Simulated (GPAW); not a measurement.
# ZnSe (Stilleite) (F-43m) in GPAW: further runs, part 3 of 3

GPAW 26.7.0. The steps go on from the part before.

## 6. Equation of state, PW91

run.py reads:

```python
from ase import Atoms
from ase.eos import EquationOfState
from ase.io import Trajectory
from ase.units import GPa
from gpaw import GPAW, PW, setup_paths

setup_paths.insert(0, '.')

atoms = Atoms(['Se', 'Zn'],
              cell=[[0.0, 2.8338, 2.8338],
                    [2.8338, 0.0, 2.8338],
                    [2.8338, 2.8338, 0.0]],
              scaled_positions=[[0.75, 0.75, 0.75],
                                [0.0, 0.0, 0.0]],
              pbc=True)

traj = Trajectory('eos.traj', 'w')
volumes, energies = [], []
for x in [0.94, 0.96, 0.98, 1.0, 1.02, 1.04, 1.06]:
    a = atoms.copy()
    a.set_cell(atoms.cell * x**(1 / 3), scale_atoms=True)
    calc = GPAW(mode=PW(600),
                xc='GGA_X_PW91+GGA_C_PW91',
                kpts={'size': (7, 7, 7), 'gamma': True},
                occupations={'name': 'fermi-dirac', 'width': 0.05},
                nbands=18,
                convergence={'density': 1e-05, 'energy': 1e-05},
                maxiter=150,
                txt=f'eos-{x:.2f}.txt')
    a.calc = calc
    energies.append(a.get_potential_energy(force_consistent=True))
    volumes.append(a.get_volume())
    p = -a.get_stress()[:3].mean() / GPa
    calc.write(f'eos-{x:.2f}.gpw')
    traj.write(a)
    print(f'{x:.2f} {volumes[-1]:10.4f} A^3 {energies[-1]:14.6f} eV {p:9.3f} GPa', flush=True)

v0, e0, B = EquationOfState(volumes, energies, eos='birchmurnaghan').fit()
print(f'V0 = {v0:.4f} A^3, E0 = {e0:.6f} eV, B0 = {B / GPa:.2f} GPa')
```

Potentials or basis: PAW data sets generated in the run's folder for this functional, pw.

Started as:

```bash
$ gpaw-setup -f GGA_X_PW91+GGA_C_PW91 Se Zn
$ OMP_NUM_THREADS=1 python run.py
```

The program printed:

```text
__  _  _
 | _ |_)|_||  |
 |__||  | ||/\| - 26.7.0

Input parameters:
  mode=PW(ecut=600.0),
  convergence={'density': 1e-05, 'energy': 1e-05},
  kpts=MonkhorstPack(size=(7, 7, 7), gamma=True),
  maxiter=150,
  nbands=18,
  occupations=Occupations(name='fermi-dirac', width=0.05),
  xc=XC(name='GGA_X_PW91+GGA_C_PW91')

Diagonalizing LCAO Hamiltonian
Converting LCAO to pw mode

                    Se

       Zn

Atoms  # Å, Bohr magnetons
|   | symbol |        x |        y |        z |    initial magnetic moments |
|---|--------|----------|----------|----------|-----------------------------|
| 0 |     Se | 4.163927 | 4.163927 | 4.163927 | ( 0.0000,  0.0000,  0.0000) |
| 1 |     Zn | 0.000000 | 0.000000 | 0.000000 | ( 0.0000,  0.0000,  0.0000) |

Unit cell  # Å
| periodic |        x |        y |        z |  lengths |    angles |
|----------|----------|----------|----------|----------|-----------|
|      yes | 0.000000 | 2.775951 | 2.775951 | 3.925788 | 60.000000 |
|      yes | 2.775951 | 0.000000 | 2.775951 | 3.925788 | 60.000000 |
|      yes | 2.775951 | 2.775951 | 0.000000 | 3.925788 | 60.000000 |

Number of symmetries: 24
Symmetry operations  # r_c * U_cc + t_c -> r_c
|    | kind |            matrix            |
|----|------|------------------------------|
|  0 |  E   |  1, 0, 0,  0, 1, 0,  0, 0, 1 |
|  1 |  σ   |  1, 0, 0,  0, 0, 1,  0, 1, 0 |
|  2 |  σ   |  1, 0,-1,  0, 1,-1,  0, 0,-1 |
|  3 |  C3  |  1, 0,-1,  0, 0,-1,  0, 1,-1 |
|  4 |  C3  |  1,-1, 0,  0,-1, 1,  0,-1, 0 |
|  5 |  σ   |  1,-1, 0,  0,-1, 0,  0,-1, 1 |
|  6 |  σ   |  0, 1, 0,  1, 0, 0,  0, 0, 1 |
|  7 |  C3  |  0, 1, 0,  0, 0, 1,  1, 0, 0 |
|  8 |  C2  |  0, 1,-1,  1, 0,-1,  0, 0,-1 |
|  9 |  S4  |  0, 1,-1,  0, 0,-1,  1, 0,-1 |
| 10 |  C3  |  0, 0, 1,  1, 0, 0,  0, 1, 0 |
| 11 |  σ   |  0, 0, 1,  0, 1, 0,  1, 0, 0 |
| 12 |  S4  |  0, 0,-1,  1, 0,-1,  0, 1,-1 |
| 13 |  C3  |  0, 0,-1,  0, 1,-1,  1, 0,-1 |
| 14 |  S4  |  0,-1, 1,  1,-1, 0,  0,-1, 0 |
| 15 |  C2  |  0,-1, 1,  0,-1, 0,  1,-1, 0 |
| 16 |  C3  |  0,-1, 0,  1,-1, 0,  0,-1, 1 |
| 17 |  S4  |  0,-1, 0,  0,-1, 1,  1,-1, 0 |
| 18 |  S4  | -1, 1, 0, -1, 0, 1, -1, 0, 0 |
| 19 |  C3  | -1, 1, 0, -1, 0, 0, -1, 0, 1 |
| 20 |  C3  | -1, 0, 1, -1, 1, 0, -1, 0, 0 |
| 21 |  S4  | -1, 0, 1, -1, 0, 0, -1, 1, 0 |
| 22 |  σ   | -1, 0, 0, -1, 1, 0, -1, 0, 1 |
| 23 |  C2  | -1, 0, 0, -1, 0, 1, -1, 1, 0 |

BZ-sampling:
  Number of BZ points: 343
  Number of IBZ points: 20

  Monkhorst-Pack size: [7, 7, 7]
  Monkhorst-Pack shift: [0, 0, 0]

K-points  # in reciprocal-cell coordinates
|     |                                coordinates |     weight |
|-----|--------------------------------------------|------------|
|   0 | (  0.00000000,   0.00000000,   0.00000000) | 0.00291545 |
|   1 | (  0.14285714,   0.14285714,   0.00000000) | 0.01749271 |
|   2 | (  0.14285714,   0.14285714,   0.14285714) | 0.02332362 |
|   3 | (  0.28571429,   0.14285714,   0.14285714) | 0.03498542 |
|   4 | (  0.28571429,   0.28571429,   0.00000000) | 0.01749271 |
|   5 | (  0.28571429,   0.28571429,   0.14285714) | 0.06997085 |
|   6 | (  0.28571429,   0.28571429,   0.28571429) | 0.02332362 |
|   7 | (  0.42857143,  -0.28571429,  -0.28571429) | 0.03498542 |
|   8 | (  0.42857143,   0.28571429,  -0.42857143) | 0.13994169 |
|   9 | (  0.42857143,   0.28571429,  -0.28571429) | 0.06997085 |
| ... |                                            |            |
|  19 | (  0.42857143,   0.42857143,   0.42857143) | 0.02332362 |

Plane wave coefficients: 1442
Cutoff: 600.0 eV

Spin-components: 1 (collinear spins)
Bands:           18
Projectors:      11
Spin-degeneracy: 2
Datatype:        complex128

Parallelization:
  kpt:    1
  domain: 1
  band:   1

Density:
  Valence electrons: 18.0
  Components: 1
  Grid points: [24 24 24]
  Charge: 0.0  # |e|

Potential:
  Grid points: [24 24 24]

species:
  Se:
    name:    Selenium
    Z:       34.0
    valence: 6
    core:    28
    charge:  0.0  # [|e|]
    compensation charges:
      type: gauss
      rc: 0.27  # [Å]
      lmax: 2
    cutoffs:
      filter: 1.77  # [Å]
      core: 2.67  # [Å]
    projectors
    | kind |    occ | energy [eV] | rcut [Å] |
    |------|--------|-------------|----------|
    |   4s |  2.000 |     -17.350 |    0.847 |
    |   4p |  4.000 |      -6.562 |    1.005 |
    |    s |        |       9.861 |    0.847 |
    |    p |        |      20.650 |    1.005 |
    |    d |        |       0.000 |    0.847 |

    Using partial waves for Se as LCAO basis

  Zn:
    name:    Zinc
    Z:       30.0
    valence: 12
    core:    18
    charge:  0.0  # [|e|]
    compensation charges:
      type: gauss
      rc: 0.37  # [Å]
      lmax: 2
    cutoffs:
      filter: 2.14  # [Å]
      core: 2.28  # [Å]
    projectors
    | kind |    occ | energy [eV] | rcut [Å] |
    |------|--------|-------------|----------|
    |   4s |  2.000 |      -6.044 |    1.286 |
    |   4p |  0.000 |      -1.173 |    1.270 |
    |   3d | 10.000 |     -10.227 |    1.180 |
    |    s |        |      21.167 |    1.286 |
    |    p |        |      26.038 |    1.270 |
    |    d |        |      16.985 |    1.180 |

    Using partial waves for Zn as LCAO basis

Reference energy: -114990.657679  # eV

eigensolver:
  PPCG
  Converge bands: occupied
  niter=2

density mixing:
  MSR1-Mixer
  Pratt-step length: 0.05
  Maximum mixing coefficient: 0.75
  Old densities: 10
  SVD Regularization: 0.005
  Good broyden scale: 1.0
  Trust region scale: 1.0
  Backstep threshold: 4.0
  History deletion threshold: 6.0
  Fourier metric: weight=20.0, sigma=0.015

occupation numbers:
  Fermi-Dirac:
    width: 0.0500  # eV

poisson solver:
  ecut: 4800.0  # eV

xc functional:
  name: GGA_X_PW91+GGA_C_PW91 with 2 nearest neighbor stencil

convergence criteria:
- Maximum integral of absolute [dens]ity change: 1e-05 electrons / valence electron
- Maximum [total energy] change in last 3 cyles: 1e-05 eV / valence electron
- Maximum integral of absolute [eigenst]ate change: 4e-08 eV^2 / valence electron
maximum number of iterations: 150

SCF iterations
|iter     | |      energy | eigst |  dens |
|---------|-|-------------|-------|-------|
|iter:   1| |   -6.315835 | -0.23 |       |
|iter:   2| |   -6.258628 | -2.17 | -1.25 |
|iter:   3| |   -6.076912 | -1.68 | -1.29 |
|iter:   4| |   -6.076942 | -2.69 | -1.83 |
|iter:   5| |   -6.077988 | -3.84 | -2.32 |
|iter:   6| |   -6.077979 | -4.49 | -3.05 |
|iter:   7| |   -6.077995c| -5.68 | -3.59 |
|iter:   8| |   -6.077999c| -6.24 | -3.95 |
|iter:   9| |   -6.077999c| -7.48c| -5.28c|

Converged in 9 steps
Energy contributions relative to reference atoms: (reference = -114990.657679)

Energy contributions:
  Kinetic:          17.459440
  Coulomb:         -14.655938
  Zero:             -0.037728
  External:          0.000000
  Xc:               -8.843773
  Entropy:          -0.000000
  Spinorbit:         0.000000
  ----------------------------
  Free energy:      -6.077999
  Extrapolated:     -6.077999

dipole moment: (-6.820561, -6.820561, -6.820561)  # |e|*Ang

Fermi level: 5.283
Eigenvalues  # (at kpt = [0.000, 0.000, 0.000])
| band index |      eig [eV] | occ [0-2] |
|------------|---------------|-----------|
|          0 |        -9.176 |     2.000 |
|          1 |        -2.296 |     2.000 |
|          2 |        -2.296 |     2.000 |
|          3 |        -2.296 |     2.000 |
|          4 |        -1.876 |     2.000 |
|          5 |        -1.876 |     2.000 |
|          6 |         4.498 |     2.000 |
|          7 |         4.498 |     2.000 |
|          8 |         4.498 |     2.000 |
|          9 |         6.011 |     0.000 |
|         10 |        10.292 |     0.000 |
|         11 |        10.292 |     0.000 |
|         12 |        10.292 |     0.000 |
|         13 |        14.674 |     0.000 |
|         14 |        16.131 |     0.000 |
|         15 |        16.131 |     0.000 |
|         16 |        17.712 |     0.000 |
|         17 |        17.712 |     0.000 |

Gap: 1.513 eV
Transition (v -> c):
  (s=0, k=0, n=8, [0.00, 0.00, 0.00]) -> (s=0, k=0, n=9, [0.00, 0.00, 0.00])
No difference between direct/indirect transitions

Stress tensor  # eV/Ang^3
|         x |         y |         z |
|-----------|-----------|-----------|
| -0.040209 | -0.000000 | -0.000000 |
| -0.000000 | -0.040209 |  0.000000 |
| -0.000000 |  0.000000 | -0.040209 |

# Writing to eos-0.94.gpw (mode='')
```

It took 61 s on 1 thread of Intel Xeon Platinum 8488C (Sapphire Rapids), shared host; peak memory 0.23 GiB.

Results:

| Property | Result |
| --- | --- |
| Equilibrium volume | 23.42 Å³/atom |
| Bulk modulus | 58 GPa |
| Pressure derivative of the bulk modulus | 4.5 |

Energy against volume, from the lowest point:
| volume (Å³/atom) | energy (meV/atom) |
| --- | --- |
| 21.391 | 37.34 |
| 21.846 | 21.48 |
| 22.301 | 10.29 |
| 22.757 | 3.27 |
| 23.212 | 0.00 |
| 23.667 | 0.09 |
| 24.122 | 3.21 |

## 7. Band structure, LDA

run.py reads:

```python
from ase.dft.bandgap import bandgap
from ase.io import write
from ase.spacegroup import crystal
from ase.units import GPa
from gpaw import GPAW, PW

# Se 4c
# Zn 4a
atoms = crystal(['Se', 'Zn'],
                basis=[[0.25, 0.25, 0.25],
                       [0.0, 0.0, 0.0]],
                spacegroup=216, setting=1,  # F-43m
                cellpar=[5.6676, 5.6676, 5.6676, 90.0, 90.0, 90.0],
                primitive_cell=True)

calc = GPAW(mode=PW(800),
            xc='LDA',
            kpts={'size': (7, 7, 7), 'gamma': True},
            occupations={'name': 'fermi-dirac', 'width': 0.05},
            setups='hgh',
            nbands=-9,
            convergence={'density': 1e-05, 'energy': 1e-05},
            maxiter=150,
            txt='gpaw.txt')
atoms.calc = calc
energy = atoms.get_potential_energy()
forces = atoms.get_forces()
stress = atoms.get_stress()
calc.write('gs.gpw')
write('result.traj', atoms)
print(f'Energy: {energy:.6f} eV')
print('Forces (eV/A):')
print(forces.round(4))
print('Stress (GPa):', (stress / GPa).round(3))
print('Fermi level:', round(calc.get_fermi_level(), 4), 'eV')
print(f'Gap: {bandgap(calc)[0]:.4f} eV, direct: {bandgap(calc, direct=True)[0]:.4f} eV')

path = atoms.cell.bandpath('GXWKGLUWLK,UX', npoints=60, eps=1e-4)
bs_calc = calc.fixed_density(kpts=path, symmetry='off', nbands=-19,
                             convergence={'bands': 'CBM+6.0', 'eigenstates': 1e-6}, txt='bands.txt')
bs = bs_calc.band_structure()
bs.write('bs.json')
print(f'Gap on the path: {bandgap(bs_calc)[0]:.4f} eV')
```

Potentials or basis: HGH pseudopotentials, pw.

Started as:

```bash
$ OMP_NUM_THREADS=1 python run.py
```

It took 31 s on 1 thread of Intel Xeon Platinum 8488C (Sapphire Rapids), shared host; peak memory 0.26 GiB.

It converged, with:

```
Free energy             : -290.8908 eV
Pressure                : -12.4 GPa
Band gap on the k mesh  : 1.67 eV, direct
Band gap along the path : 1.67 eV, direct
```

Levels at the corners of the path, in eV from the valence-band top:
```tsv
point	band 1	band 2	band 3	band 4	band 5	band 6	band 7	band 8
Γ	-12.80	0.00	0.00	0.00	1.67	6.25	6.25	6.25
X	-11.59	-4.66	-1.91	-1.91	3.15	3.72	11.21	11.61
W	-11.57	-4.35	-2.70	-2.35	5.66	6.09	7.34	7.92
K	-11.60	-4.43	-2.90	-1.56	3.82	5.99	9.38	9.71
Γ	-12.80	0.00	0.00	0.00	1.67	6.25	6.25	6.25
L	-11.90	-4.87	-0.73	-0.73	2.89	6.70	6.70	8.92
U	-11.60	-4.43	-2.90	-1.56	3.82	5.99	9.38	9.71
W	-11.57	-4.35	-2.70	-2.35	5.66	6.09	7.34	7.92
L	-11.90	-4.87	-0.73	-0.73	2.89	6.70	6.70	8.92
K	-11.60	-4.43	-2.90	-1.56	3.82	5.99	9.38	9.71
U	-11.60	-4.43	-2.90	-1.56	3.82	5.99	9.38	9.71
X	-11.59	-4.66	-1.91	-1.91	3.15	3.72	11.21	11.61
```

Caveat: HGH potentials are hard and often keep d shells in the core, so these values are rough. A hybrid or GW would open this gap; LDA tends to underestimate it.

## 8. The runs side by side

```csv
task,level,potentials or basis,spin,band path,band points,spin axis theta (degrees),spin axis phi (degrees),gap on the mesh (eV),pressure (GPa),V0 of scaled cells (Å³/atom),B0 (GPa)
band structure,WC,"PAW data sets generated in the run's folder for this functional, pw","SOC, no magnetisation","GXWKGLUWLK,UX",60,90,0,1.00,-1.2,-,-
equation of state,revPBE+D4,"the program's PAW data sets (release 1.2.1) made for this functional, pw",off,-,-,-,-,-,-,22.52,64
band structure,BP86,"PAW data sets generated in the run's folder for this functional, pw","SOC, no magnetisation","GXWKGLUWLK,UX",80,90,0,1.11,2.1,-,-
band structure,TASK,"GPAW PAW data sets (gpaw-data 1.2.1), pw","SOC, no magnetisation","GXWKGLUWLK,UX",60,90,45,2.72,4.7,-,-
equation of state,PW91,"PAW data sets generated in the run's folder for this functional, pw",off,-,-,-,-,-,-,23.42,58
```

Alike in all rows: cell as given; k mesh 7 × 7 × 7; cutoff (eV) 600; smearing fermi-dirac 0.05 eV.

Caveats: spin-orbit coupling was added after a scalar SCF, so levels and gaps hold it while energy, forces, pressure and moments don't (some runs); this program's spin-orbit splittings come out too wide for heavy elements (some runs); the PAW data sets were made with another functional, which shifts forces and pressure a little (some runs).

Total energies depend on the potentials used, so only differences within one code and one set of settings carry meaning.

## 9. How close it comes

Step 2. A measured gap of ZnSe is 2.695 eV (an exciton energy, a little under the gap; 300 K; “Alloy Disordering Effects on the Thermal Conductivity and Energy Gap Temperature Dependence of Cd1−xZnxSe Ternary Crystals Grown by the Bridgman Method”, 2023, pmc:10253836); the calculated 1.00 eV misses it by -1.70 eV. So large a miss can be the level of theory's own, or it may mean another phase, state or a wrong row. The value is that of WC, without temperature or zero-point motion. Semilocal functionals fall short of measured gaps as a rule.

Step 4. A measured gap of ZnSe is 2.695 eV (an exciton energy, a little under the gap; 300 K; “Alloy Disordering Effects on the Thermal Conductivity and Energy Gap Temperature Dependence of Cd1−xZnxSe Ternary Crystals Grown by the Bridgman Method”, 2023, pmc:10253836); the calculated 1.11 eV misses it by -1.59 eV. So large a miss can be the level of theory's own, or it may mean another phase, state or a wrong row. The value is that of BP86, without temperature or zero-point motion.

Step 5. A measured gap of ZnSe is 2.695 eV (an exciton energy, a little under the gap; 300 K; “Alloy Disordering Effects on the Thermal Conductivity and Energy Gap Temperature Dependence of Cd1−xZnxSe Ternary Crystals Grown by the Bridgman Method”, 2023, pmc:10253836); the calculated 2.72 eV misses it by +0.03 eV. The value is that of TASK, without temperature or zero-point motion.
